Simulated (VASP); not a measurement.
# PbF2 in VASP: one cell, several levels of theory

What does VASP give for PbF2 (fluorite), under +1.9 % equal strain in all directions, the cell held fixed? Runs: PBE, r2SCAN. The results are then set beside those of Ansatz 0.2.0 for the same cell.

The runs shown are made with VASP 6.6.1. PAW datasets, plane waves. Calculated at 0 K for a non-magnetic cell.

### Step 1. Starting point

The cell comes from an earlier relaxation with r2SCAN in another program.

It is cubic, Fm-3m (No. 225); a = 6.034 Å in the conventional setting, 18.31 Å³ an atom. Pb has 8 F at 2.61 Å; F has 4 Pb at 2.61 Å.

Coordinates:

```xyz
3
Lattice="0.0000 3.0170 3.0170 3.0170 0.0000 3.0170 3.0170 3.0170 0.0000" Properties=species:S:1:pos:R:3 pbc="T T T"
Pb    0.0000    0.0000    0.0000
F     1.5085    1.5085    1.5085
F     4.5255    4.5255    4.5255
```

### Step 2. PBE at this geometry

INCAR reads:

```
ENCUT = 520.000000
SIGMA = 0.020000
EDIFF = 1.00e-07
GGA = PE
PREC = Accurate
IBRION = -1
ISIF = 2
ISMEAR = -1
NBANDS = 21
NELM = 120
NSW = 0
LASPH = .TRUE.
LCHARG = .FALSE.
LWAVE = .FALSE.
LREAL = .FALSE.
```

KPOINTS reads:

```
KPOINTS created by Atomic Simulation Environment
0
Gamma
8 8 8
0 0 0
```

KPOINTS_OPT reads:

```
special points
8
Reciprocal
0.0000000000 0.0000000000 0.0000000000 1
0.5000000000 0.0000000000 0.5000000000 1
0.6250000000 0.2500000000 0.6250000000 1
0.3750000000 0.3750000000 0.7500000000 1
0.5000000000 0.5000000000 0.5000000000 1
0.5000000000 0.2500000000 0.7500000000 1
0.0000000000 0.0000000000 0.5000000000 1
0.0000000000 0.5000000000 0.5000000000 1
```

POSCAR reads:

```
Pb F
 1.0000000000000000
     0.0000000000000000    3.0169832741999998    3.0169832741999998
     3.0169832741999998    0.0000000000000000    3.0169832741999998
     3.0169832741999998    3.0169832741999998    0.0000000000000000
 Pb  F
   1   2
Cartesian
  0.0000000000000000  0.0000000000000000  0.0000000000000000
  1.5084916370999999  1.5084916370999999  1.5084916370999999
  4.5254749112999999  4.5254749112999999  4.5254749112999999
```

The run uses the recommended PBE PAW datasets (28 valence electrons a neutral cell).

Run with:

```sh
$ mpirun -np 1 vasp_std
```

Printed to the terminal (iteration lines stand in OSZICAR):

```text
POSCAR found type information on POSCAR PbF
 POSCAR found :  2 types and       3 ions
 LDA part: xc-table for (Slater+PW92), standard interpolation
 POSCAR, INCAR and KPOINTS ok, starting setup
 FFT: planning ... GRIDC
 FFT: planning ... GRID_SOFT
 FFT: planning ... GRID
 WAVECAR not read
 entering main loop
 Start KPOINTS_OPT (optional k-point list driver)
k-point batch [1-8\8]
```

OSZICAR:

```text
N       E                     dE             d eps       ncg     rms          rms(c)
DAV:   1     0.309060214066E+03    0.30906E+03   -0.14506E+04  1218   0.149E+03
DAV:   2     0.135015802219E+02   -0.29556E+03   -0.27689E+03  1296   0.424E+02
DAV:   3    -0.154944563437E+02   -0.28996E+02   -0.28621E+02  1463   0.142E+02
DAV:   4    -0.163681328460E+02   -0.87368E+00   -0.87310E+00  1366   0.261E+01
DAV:   5    -0.163977481910E+02   -0.29615E-01   -0.29613E-01  1547   0.499E+00    0.811E+00
DAV:   6    -0.143662450049E+02    0.20315E+01   -0.92685E+00  1632   0.232E+01    0.280E+00
DAV:   7    -0.143572477350E+02    0.89973E-02   -0.49540E-01  1263   0.414E+00    0.161E+00
DAV:   8    -0.143504777494E+02    0.67700E-02   -0.11330E-01  1268   0.355E+00    0.548E-01
DAV:   9    -0.143472638265E+02    0.32139E-02   -0.21601E-02  1555   0.102E+00    0.110E-01
DAV:  10    -0.143484834403E+02   -0.12196E-02   -0.21089E-03  1258   0.459E-01    0.426E-02
DAV:  11    -0.143484251834E+02    0.58257E-04   -0.20087E-04  1452   0.138E-01    0.154E-02
DAV:  12    -0.143484358592E+02   -0.10676E-04   -0.70722E-05  1368   0.774E-02    0.117E-02
DAV:  13    -0.143484345220E+02    0.13373E-05   -0.22213E-05  1446   0.439E-02    0.372E-03
DAV:  14    -0.143484344690E+02    0.52950E-07   -0.14681E-06  1423   0.803E-03    0.355E-04
DAV:  15    -0.143484344989E+02   -0.29856E-07   -0.29534E-08  1020   0.148E-03
   1 F= -.14348434E+02 E0= -.14348434E+02  d E =-.365624E-11
       N       E                     dE             ncg
DAV:   1     0.196170236303E+04   -0.61532E+04      336
DAV:   2    -0.260550585219E+03   -0.22223E+04      377
DAV:   3    -0.470989374709E+03   -0.21044E+03      391
DAV:   4    -0.477334393705E+03   -0.63450E+01      371
DAV:   5    -0.477566885906E+03   -0.23249E+00      428
DAV:   6    -0.477578689508E+03   -0.11804E-01      421
DAV:   7    -0.477579314975E+03   -0.62547E-03      460
DAV:   8    -0.477579341718E+03   -0.26744E-04      403
DAV:   9    -0.477579341840E+03   -0.12191E-06      300
DAV:  10    -0.477579341847E+03   -0.71109E-08      248
```

The lines after F= are the extra pass for the points of KPOINTS_OPT, at fixed density; their E is not a total energy.

From OUTCAR:

```text
k-points           NKPTS =     29   k-points in BZ     NKDIM =     29   number of bands    NBANDS=     21

   NELECT =      28.0000    total number of electrons

   dimension x,y,z NGX =    32 NGY =   32 NGZ =   32
   dimension x,y,z NGXF=    64 NGYF=   64 NGZF=   64

  energy-cutoff  :      520.00
  volume of cell :       54.92
      direct lattice vectors                 reciprocal lattice vectors
     0.000000000  3.016983274  3.016983274    -0.165728463  0.165728463  0.165728463
     3.016983274  0.000000000  3.016983274     0.165728463 -0.165728463  0.165728463
     3.016983274  3.016983274  0.000000000     0.165728463  0.165728463 -0.165728463

 k-points in reciprocal lattice and weights: KPOINTS created by Atomic Simulation Env
   0.00000000  0.00000000  0.00000000       0.002
   0.12500000  0.00000000  0.00000000       0.016
   0.25000000  0.00000000  0.00000000       0.016
   0.37500000  0.00000000  0.00000000       0.016
   0.50000000  0.00000000  0.00000000       0.008
   0.12500000  0.12500000  0.00000000       0.012
   0.25000000  0.12500000  0.00000000       0.047
   0.37500000  0.12500000  0.00000000       0.047
[... 21 more k-points ...]

 E-fermi :   1.7377

 k-point     1 :       0.0000    0.0000    0.0000
  band No.  band energies     occupation
      1     -19.4250      2.00000
      2     -18.8934      2.00000
      3     -13.1373      2.00000
      4     -13.1373      2.00000
      5     -13.1373      2.00000
      6     -13.1011      2.00000
      7     -13.1011      2.00000
      8      -3.3833      2.00000
      9      -0.8834      2.00000
     10      -0.8834      2.00000
     11      -0.8834      2.00000
     12      -0.4016      2.00000
     13      -0.4015      2.00000
     14      -0.4015      2.00000
     15       7.9636      0.00000
     16       7.9636      0.00000
     17       7.9636      0.00000
     18      11.7483      0.00000
     19      16.2833      0.00000
     20      16.2833      0.00000
     21      18.3991      0.00000

 k-point     2 :       0.1250    0.0000    0.0000
  band No.  band energies     occupation
      1     -19.3994      2.00000
      2     -18.9163      2.00000
      3     -13.1325      2.00000
      4     -13.1325      2.00000
      5     -13.1119      2.00000
      6     -13.1008      2.00000
      7     -13.1008      2.00000
      8      -3.5848      2.00000
      9      -1.0000      2.00000
     10      -0.9091      2.00000
     11      -0.9091      2.00000
     12      -0.4263      2.00000
     13      -0.4262      2.00000
     14      -0.0601      2.00000
     15       7.4572      0.00000
     16       8.0766      0.00000
     17       8.0766      0.00000
     18      12.6051      0.00000
     19      15.8646      0.00000
     20      15.8646      0.00000
     21      17.9058      0.00000

 k-point     3 :       0.2500    0.0000    0.0000
  band No.  band energies     occupation
      1     -19.3317      2.00000
      2     -18.9770      2.00000
      3     -13.1265      2.00000
      4     -13.1265      2.00000
      5     -13.0948      2.00000
      6     -13.0948      2.00000
      7     -13.0521      2.00000
      8      -3.9828      2.00000
      9      -1.1640      2.00000
     10      -0.9693      2.00000
     11      -0.9693      2.00000
     12      -0.4860      2.00000
     13      -0.4860      2.00000
     14       0.5520      2.00000
     15       6.7577      0.00000
     16       8.3524      0.00000
     17       8.3524      0.00000
     18      13.8848      0.00000
     19      15.3057      0.00000
     20      15.3057      0.00000
     21      16.6943      0.00000

 k-point     4 :       0.3750    0.0000    0.0000
  band No.  band energies     occupation
      1     -19.2445      2.00000
      2     -19.0552      2.00000
      3     -13.1273      2.00000
      4     -13.1273      2.00000
      5     -13.0817      2.00000
      6     -13.0817      2.00000
      7     -12.9943      2.00000
      8      -4.3062      2.00000
      9      -1.3082      2.00000
     10      -1.0271      2.00000
     11      -1.0271      2.00000
     12      -0.5461      2.00000
     13      -0.5461      2.00000
     14       1.0616      2.00000
     15       6.3809      0.00000
     16       8.6320      0.00000
     17       8.6320      0.00000
     18      14.3300      0.00000
     19      14.9888      0.00000
     20      14.9888      0.00000
     21      15.6360      0.00000

[... the tables of k-points 5 to 29 left out ...]

  Total       -0.4335845     -0.4335845     -0.4335845     -0.0000000     -0.0000000      0.0000000
  in kB      -12.6484002    -12.6484002    -12.6484002     -0.0000000     -0.0000000      0.0000000
  external PRESSURE =     -12.6484002 kB  Pullay stress =       0.0000000 kB

 POSITION                                       TOTAL-FORCE (eV/Angst)
 -----------------------------------------------------------------------------------
      0.00000      0.00000      0.00000         0.000000      0.000000     -0.000000
      1.50849      1.50849      1.50849        -0.000000     -0.000000      0.000000
      4.52547      4.52547      4.52547         0.000000      0.000000      0.000000
 -----------------------------------------------------------------------------------
    total drift:                                0.000000     -0.000000      0.000000

  FREE ENERGIE OF THE ION-ELECTRON SYSTEM (eV)
  ---------------------------------------------------
  free  energy   TOTEN  =       -14.3484344989 eV

  energy  without entropy=      -14.3484344989  energy(sigma->0) =      -14.34843450
```

Hardware: 1 MPI rank of Intel Xeon Platinum 8488C, shared host.

The levels at the points of KPOINTS_OPT are read from vasprun.xml.

Band energies at the special points (eV, zero at the top of v, the last band that the electrons fill by count):

| point | v−1 | v | c | c+1 |
| --- | --- | --- | --- | --- |
| Γ | -1.66 | -1.66 | 6.71 | 6.71 |
| X | -1.26 | -0.14 | 4.41 | 7.70 |
| U | -1.28 | -0.03 | 5.27 | 6.58 |
| K | -1.28 | -0.03 | 5.27 | 6.58 |
| L | -1.83 | 0.00 | 5.02 | 7.49 |
| W | -1.22 | 0.00 | 5.97 | 5.97 |

PBE gives an indirect gap of 4.41 eV, from L to X; the least direct gap is 4.56 eV. Pressure: -1.26 GPa; the forces vanish within 0.01 eV/Å.

### Step 3. r2SCAN

INCAR reads:

```
ENCUT = 520.000000
SIGMA = 0.010000
EDIFF = 1.00e-07
ALGO = Normal
METAGGA = R2SCAN
PREC = Accurate
IBRION = -1
ISIF = 2
ISMEAR = 0
NBANDS = 21
NELM = 120
NSW = 0
LASPH = .TRUE.
LCHARG = .FALSE.
LWAVE = .FALSE.
LREAL = .FALSE.
```

KPOINTS is that of step 2.

KPOINTS_OPT is that of step 2.

POSCAR is that of step 2.

Run with:

```sh
$ mpirun -np 1 vasp_std
```

Printed to the terminal (iteration lines stand in OSZICAR):

```text
POSCAR found type information on POSCAR PbF
 POSCAR found :  2 types and       3 ions
 -----------------------------------------------------------------------------
|                                                                             |
|                                                                             |
|     You enforced a specific xc type in the INCAR file but a different       |
|     I HOPE YOU KNOW WHAT YOU ARE DOING!                                     |
|                                                                             |
 -----------------------------------------------------------------------------

 LDA part: xc-table for (None), standard interpolation
 POSCAR, INCAR and KPOINTS ok, starting setup
 FFT: planning ... GRIDC
 FFT: planning ... GRID_SOFT
 FFT: planning ... GRID
 WAVECAR not read
 entering main loop
 Start KPOINTS_OPT (optional k-point list driver)
k-point batch [1-8\8]
```

OSZICAR:

```text
N       E                     dE             d eps       ncg     rms          rms(c)
DAV:   1     0.252686878020E+03    0.25269E+03   -0.14713E+04  1218   0.151E+03
DAV:   2    -0.494374972901E+02   -0.30212E+03   -0.28299E+03  1283   0.431E+02
DAV:   3    -0.793555478635E+02   -0.29918E+02   -0.29523E+02  1468   0.145E+02
DAV:   4    -0.802583671703E+02   -0.90282E+00   -0.90219E+00  1364   0.265E+01
DAV:   5    -0.802876925311E+02   -0.29325E-01   -0.29321E-01  1591   0.497E+00    0.706E+00
DAV:   6    -0.700238493170E+02    0.10264E+02   -0.49729E+00  1428   0.316E+01    0.226E+00
DAV:   7    -0.701003784909E+02   -0.76529E-01   -0.11022E+00  1366   0.759E+00    0.203E+00
DAV:   8    -0.701477719882E+02   -0.47393E-01   -0.43379E-01  1594   0.588E+00    0.103E+00
DAV:   9    -0.701267620883E+02    0.21010E-01   -0.13027E-01  1485   0.271E+00    0.229E-01
DAV:  10    -0.701283840462E+02   -0.16220E-02   -0.25912E-02  1488   0.134E+00    0.323E-01
DAV:  11    -0.701275822848E+02    0.80176E-03   -0.11572E-02  1640   0.775E-01    0.659E-02
DAV:  12    -0.701275197761E+02    0.62509E-04   -0.38946E-04  1438   0.155E-01    0.308E-02
DAV:  13    -0.701275080670E+02    0.11709E-04   -0.21194E-04  1403   0.119E-01    0.186E-02
DAV:  14    -0.701275047103E+02    0.33567E-05   -0.87082E-06  1421   0.208E-02    0.982E-03
DAV:  15    -0.701275030394E+02    0.16709E-05   -0.70200E-06  1363   0.217E-02    0.106E-03
DAV:  16    -0.701275030355E+02    0.38826E-08   -0.44207E-07  1451   0.480E-03
   1 F= -.70127503E+02 E0= -.70127503E+02  d E =-.326777E-18
       N       E                     dE             ncg
DAV:   1     0.186758731375E+04   -0.62474E+04      336
DAV:   2    -0.433416059519E+03   -0.23010E+04      377
DAV:   3    -0.645394994877E+03   -0.21198E+03      386
DAV:   4    -0.651513604756E+03   -0.61186E+01      381
DAV:   5    -0.651739449058E+03   -0.22584E+00      428
DAV:   6    -0.651750934857E+03   -0.11486E-01      408
DAV:   7    -0.651751678374E+03   -0.74352E-03      476
DAV:   8    -0.651751693695E+03   -0.15321E-04      379
DAV:   9    -0.651751693784E+03   -0.88891E-07      269
```

Parts of OUTCAR:

```text
k-points           NKPTS =     29   k-points in BZ     NKDIM =     29   number of bands    NBANDS=     21

   NELECT =      28.0000    total number of electrons

   dimension x,y,z NGX =    32 NGY =   32 NGZ =   32
   dimension x,y,z NGXF=    64 NGYF=   64 NGZF=   64

  energy-cutoff  :      520.00
  volume of cell :       54.92
      direct lattice vectors                 reciprocal lattice vectors
     0.000000000  3.016983274  3.016983274    -0.165728463  0.165728463  0.165728463
     3.016983274  0.000000000  3.016983274     0.165728463 -0.165728463  0.165728463
     3.016983274  3.016983274  0.000000000     0.165728463  0.165728463 -0.165728463

 k-points in reciprocal lattice and weights: KPOINTS created by Atomic Simulation Env
   0.00000000  0.00000000  0.00000000       0.002
   0.12500000  0.00000000  0.00000000       0.016
   0.25000000  0.00000000  0.00000000       0.016
   0.37500000  0.00000000  0.00000000       0.016
   0.50000000  0.00000000  0.00000000       0.008
   0.12500000  0.12500000  0.00000000       0.012
   0.25000000  0.12500000  0.00000000       0.047
   0.37500000  0.12500000  0.00000000       0.047
[... 21 more k-points ...]

 E-fermi :   0.9141

 k-point     1 :       0.0000    0.0000    0.0000
  band No.  band energies     occupation
      1     -21.0879      2.00000
      2     -20.5833      2.00000
      3     -13.9497      2.00000
      4     -13.9497      2.00000
      5     -13.9497      2.00000
      6     -13.9201      2.00000
      7     -13.9201      2.00000
      8      -3.6608      2.00000
      9      -1.4283      2.00000
     10      -1.4283      2.00000
     11      -1.4283      2.00000
     12      -0.9339      2.00000
     13      -0.9339      2.00000
     14      -0.9339      2.00000
     15       8.1014      0.00000
     16       8.1014      0.00000
     17       8.1014      0.00000
     18      11.4288      0.00000
     19      16.6506      0.00000
     20      16.6506      0.00000
     21      18.9522      0.00000

 k-point     2 :       0.1250    0.0000    0.0000
  band No.  band energies     occupation
      1     -21.0639      2.00000
      2     -20.6046      2.00000
      3     -13.9451      2.00000
      4     -13.9451      2.00000
      5     -13.9255      2.00000
      6     -13.9198      2.00000
      7     -13.9198      2.00000
      8      -3.8919      2.00000
      9      -1.5344      2.00000
     10      -1.4503      2.00000
     11      -1.4503      2.00000
     12      -0.9600      2.00000
     13      -0.9600      2.00000
     14      -0.5669      2.00000
     15       7.5192      0.00000
     16       8.2185      0.00000
     17       8.2185      0.00000
     18      12.3606      0.00000
     19      16.1769      0.00000
     20      16.1769      0.00000
     21      18.1856      0.00000

 k-point     3 :       0.2500    0.0000    0.0000
  band No.  band energies     occupation
      1     -21.0000      2.00000
      2     -20.6615      2.00000
      3     -13.9407      2.00000
      4     -13.9407      2.00000
      5     -13.9122      2.00000
      6     -13.9122      2.00000
      7     -13.8686      2.00000
      8      -4.3306      2.00000
      9      -1.6853      2.00000
     10      -1.5015      2.00000
     11      -1.5015      2.00000
     12      -1.0236      2.00000
     13      -1.0235      2.00000
     14       0.0881      2.00000
     15       6.7601      0.00000
     16       8.5060      0.00000
     17       8.5060      0.00000
     18      13.7140      0.00000
     19      15.5577      0.00000
     20      15.5577      0.00000
     21      16.9155      0.00000

 k-point     4 :       0.3750    0.0000    0.0000
  band No.  band energies     occupation
      1     -20.9168      2.00000
      2     -20.7364      2.00000
      3     -13.9430      2.00000
      4     -13.9430      2.00000
      5     -13.8979      2.00000
      6     -13.8979      2.00000
      7     -13.8132      2.00000
      8      -4.6766      2.00000
      9      -1.8216      2.00000
     10      -1.5501      2.00000
     11      -1.5501      2.00000
     12      -1.0880      2.00000
     13      -1.0879      2.00000
     14       0.6278      2.00000
     15       6.3637      0.00000
     16       8.8000      0.00000
     17       8.8000      0.00000
     18      14.1857      0.00000
     19      15.1998      0.00000
     20      15.1998      0.00000
     21      15.8764      0.00000

[... the tables of k-points 5 to 29 left out ...]

  Total       -1.3468753     -1.3468753     -1.3468753      0.0000000      0.0000000      0.0000000
  in kB      -39.2906556    -39.2906556    -39.2906556      0.0000000      0.0000000      0.0000000
  external PRESSURE =     -39.2906556 kB  Pullay stress =       0.0000000 kB

 POSITION                                       TOTAL-FORCE (eV/Angst)
 -----------------------------------------------------------------------------------
      0.00000      0.00000      0.00000        -0.000000     -0.000000     -0.000000
      1.50849      1.50849      1.50849        -0.000000     -0.000000      0.000000
      4.52547      4.52547      4.52547         0.000000      0.000000      0.000000
 -----------------------------------------------------------------------------------
    total drift:                                0.000000     -0.000000      0.000000

  FREE ENERGIE OF THE ION-ELECTRON SYSTEM (eV)
  ---------------------------------------------------
  free  energy   TOTEN  =       -70.1275030355 eV

  energy  without entropy=      -70.1275030355  energy(sigma->0) =      -70.12750304
```

Hardware: 1 MPI rank of Intel Xeon Platinum 8488C, shared host.

The levels at the points of KPOINTS_OPT are read from vasprun.xml.

Near the gap, in eV above the top of the last filled band v; c is the band after it:

| point | v−1 | v | c | c+1 |
| --- | --- | --- | --- | --- |
| Γ | -1.79 | -1.79 | 7.24 | 7.24 |
| X | -1.40 | -0.14 | 4.94 | 8.25 |
| U | -1.42 | -0.03 | 5.79 | 7.03 |
| K | -1.42 | -0.03 | 5.79 | 7.03 |
| L | -1.97 | -0.02 | 5.40 | 8.07 |
| W | -1.36 | 0.00 | 6.50 | 6.50 |

r2SCAN gives an indirect gap of 4.94 eV, from W to X; the least direct gap is 5.08 eV. Pressure: -3.93 GPa; the forces vanish within 0.01 eV/Å.

### Step 4. What came out

```
 level  gap (eV)  pressure (GPa)  Ansatz: gap (eV)  Ansatz: pressure (GPa)
   PBE      4.41           -1.26              4.42                   -1.06
r2SCAN      4.94           -3.93              4.94                   -3.82
```

In words: The gap runs from 4.41 eV (PBE) to 4.94 eV (r2SCAN). Spin-orbit coupling is left out, though the cell holds Pb (Z = 82); in an element this heavy it can shift bands and gaps by tenths of an eV. At this one volume the pressure spans -3.9 GPa (r2SCAN) to -1.3 GPa (PBE): PBE wants the largest cell and r2SCAN the smallest. The two programs agree on the gap within 0.02 eV, far less than the spread between functionals. The two codes have different PAW datasets and cutoffs.
